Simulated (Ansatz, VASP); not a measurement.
## HfN in VASP and in Ansatz

```xyz
2
Lattice="0.0000 2.2774 2.2774 2.2774 0.0000 2.2774 2.2774 2.2774 0.0000" Properties=species:S:1:pos:R:3 pbc="T T T"
Hf    2.2774    2.2774    2.2774
N     0.0000    0.0000    0.0000
```

Alike in both runs: task single point; functional r2SCAN; k mesh 12 × 12 × 12; occupations gaussian, width 0.05 eV; no spin polarisation.

```csv
,VASP,Ansatz
version,VASP 6.6.1,Ansatz 0.2.0
potentials or method,"VASP PAW PBE potentials, release 64 (Hf_pv, N)","scalar-relativistic, plane waves, PAW"
plane-wave cutoff (eV),520,500
valence electrons in the cell,15,31
```

|  | VASP | Ansatz | Ansatz less VASP |
| --- | --- | --- | --- |
| gap on the k mesh at the Fermi level (eV) | none | none | - |
| pressure (GPa) | -7.9 | -5.4 | +2.59 |

A gap of «none» marks a metal or a gap that the smearing closes. The two sets of potentials don't hold the same shells in valence.

Caveats: the PAW data sets were made with another functional, which shifts forces and pressure a little (VASP). Spin-orbit coupling is left out, which matters for the levels of Hf.
